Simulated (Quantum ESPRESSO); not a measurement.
Wanted: the native input for a Quantum ESPRESSO 7.5 run.

- Task: band structure
- Functional: LDA
- Potentials or basis: PseudoDojo 0.4.1 SR LDA standard
- Cutoff: 1143 eV
- Density cutoff: 4572 eV
- k mesh: 12 × 12 × 4
- Occupations: fermi-dirac, width 0.05 eV
- Spin: no spin polarisation
- Form of the LDA correlation: PW92
- Mixing beta: 0.5
- Most SCF iterations: 120
- SCF threshold: 8e-10 Ry

Crystal: BN.

```xyz
4
Lattice="2.4982 0.0000 0.0000 -1.2491 2.1635 0.0000 0.0000 0.0000 6.6357" Properties=species:S:1:pos:R:3 pbc="T T T"
N     1.2491    0.7212    1.6589
N     0.0000    1.4424    4.9768
B     1.2491    0.7212    4.9768
B     0.0000    1.4424    1.6589
```

The input as run:

pw.in

```
&CONTROL
  calculation = 'scf'
  prefix = 'pwscf'
  outdir = './tmp'
  pseudo_dir = './pseudo'
  tprnfor = .true.
  tstress = .true.
  disk_io = 'low'
/
&SYSTEM
  ibrav = 0
  nat = 4
  ntyp = 2
  ecutwfc = 84
  nbnd = 14
  occupations = 'smearing'
  smearing = 'fd'
  degauss = 0.00367493
/
&ELECTRONS
  conv_thr = 8d-10
  electron_maxstep = 120
  mixing_beta = 0.5
/
ATOMIC_SPECIES
N     14.0070 N.upf
B     10.8100 B.upf
CELL_PARAMETERS angstrom
   2.4982400000    0.0000000000    0.0000000000
  -1.2491200000    2.1635393048    0.0000000000
   0.0000000000    0.0000000000    6.6357000000
ATOMIC_POSITIONS angstrom
N      1.2491200001    0.7211797682    1.6589250000
N     -0.0000000001    1.4423595366    4.9767750000
B      1.2491200001    0.7211797682    4.9767750000
B     -0.0000000001    1.4423595366    1.6589250000
K_POINTS automatic
12 12 4 0 0 0
```

bands.in

```
&CONTROL
  calculation = 'bands'
  prefix = 'pwscf'
  outdir = './tmp'
  pseudo_dir = './pseudo'
  disk_io = 'low'
  verbosity = 'high'
/
&SYSTEM
  ibrav = 0
  nat = 4
  ntyp = 2
  ecutwfc = 84
  nbnd = 14
  occupations = 'smearing'
  smearing = 'fd'
  degauss = 0.00367493
/
&ELECTRONS
  conv_thr = 1d-08
  electron_maxstep = 120
  mixing_beta = 0.5
  diago_full_acc = .true.
/
ATOMIC_SPECIES
N     14.0070 N.upf
B     10.8100 B.upf
CELL_PARAMETERS angstrom
   2.4982400000    0.0000000000    0.0000000000
  -1.2491200000    2.1635393048    0.0000000000
   0.0000000000    0.0000000000    6.6357000000
ATOMIC_POSITIONS angstrom
N      1.2491200001    0.7211797682    1.6589250000
N     -0.0000000001    1.4423595366    4.9767750000
B      1.2491200001    0.7211797682    4.9767750000
B     -0.0000000001    1.4423595366    1.6589250000
K_POINTS crystal
60
 0.0000000000  0.0000000000  0.0000000000 1
 0.0625000000  0.0000000000  0.0000000000 1
 0.1250000000  0.0000000000  0.0000000000 1
 0.1875000000  0.0000000000  0.0000000000 1
 0.2500000000  0.0000000000  0.0000000000 1
 0.3125000000  0.0000000000  0.0000000000 1
 0.3750000000  0.0000000000  0.0000000000 1
 0.4375000000  0.0000000000  0.0000000000 1
 0.5000000000  0.0000000000  0.0000000000 1
 0.4666666667  0.0666666667  0.0000000000 1
 0.4333333333  0.1333333333  0.0000000000 1
 0.4000000000  0.2000000000  0.0000000000 1
 0.3666666667  0.2666666667  0.0000000000 1
 0.3333333333  0.3333333333  0.0000000000 1
 0.3000000000  0.3000000000  0.0000000000 1
 0.2666666667  0.2666666667  0.0000000000 1
 0.2333333333  0.2333333333  0.0000000000 1
 0.2000000000  0.2000000000  0.0000000000 1
 0.1666666667  0.1666666667  0.0000000000 1
 0.1333333333  0.1333333333  0.0000000000 1
 0.1000000000  0.1000000000  0.0000000000 1
 0.0666666667  0.0666666667  0.0000000000 1
 0.0333333333  0.0333333333  0.0000000000 1
 0.0000000000  0.0000000000  0.0000000000 1
 0.0000000000  0.0000000000  0.2500000000 1
 0.0000000000  0.0000000000  0.5000000000 1
 0.0555555556  0.0000000000  0.5000000000 1
 0.1111111111  0.0000000000  0.5000000000 1
 0.1666666667  0.0000000000  0.5000000000 1
 0.2222222222  0.0000000000  0.5000000000 1
 0.2777777778  0.0000000000  0.5000000000 1
 0.3333333333  0.0000000000  0.5000000000 1
 0.3888888889  0.0000000000  0.5000000000 1
 0.4444444444  0.0000000000  0.5000000000 1
 0.5000000000  0.0000000000  0.5000000000 1
 0.4666666667  0.0666666667  0.5000000000 1
 0.4333333333  0.1333333333  0.5000000000 1
 0.4000000000  0.2000000000  0.5000000000 1
 0.3666666667  0.2666666667  0.5000000000 1
 0.3333333333  0.3333333333  0.5000000000 1
 0.3055555556  0.3055555556  0.5000000000 1
 0.2777777778  0.2777777778  0.5000000000 1
 0.2500000000  0.2500000000  0.5000000000 1
 0.2222222222  0.2222222222  0.5000000000 1
 0.1944444444  0.1944444444  0.5000000000 1
 0.1666666667  0.1666666667  0.5000000000 1
 0.1388888889  0.1388888889  0.5000000000 1
 0.1111111111  0.1111111111  0.5000000000 1
 0.0833333333  0.0833333333  0.5000000000 1
 0.0555555556  0.0555555556  0.5000000000 1
 0.0277777778  0.0277777778  0.5000000000 1
 0.0000000000  0.0000000000  0.5000000000 1
 0.5000000000  0.0000000000  0.5000000000 1
 0.5000000000  0.0000000000  0.3333333333 1
 0.5000000000  0.0000000000  0.1666666667 1
 0.5000000000  0.0000000000  0.0000000000 1
 0.3333333333  0.3333333333  0.0000000000 1
 0.3333333333  0.3333333333  0.1666666667 1
 0.3333333333  0.3333333333  0.3333333333 1
 0.3333333333  0.3333333333  0.5000000000 1
```

Potentials or basis: PseudoDojo 0.4.1 SR LDA standard.

Command:

```bash
$ OMP_NUM_THREADS=1 pw.x -in pw.in > pw.out
$ OMP_NUM_THREADS=1 pw.x -in bands.in > bands.out
```

Results of the run:

```json
{
  "Pressure": "-2.9 GPa",
  "Band gap on the k mesh": "4.13 eV, indirect (least direct gap 4.55 eV)",
  "Band gap along the path": "4.08 eV, indirect (least direct gap 4.55 eV)"
}
```

It took 55 s on 1 thread of Arm Neoverse V2, with other jobs on the host, peak memory 0.09 GiB.
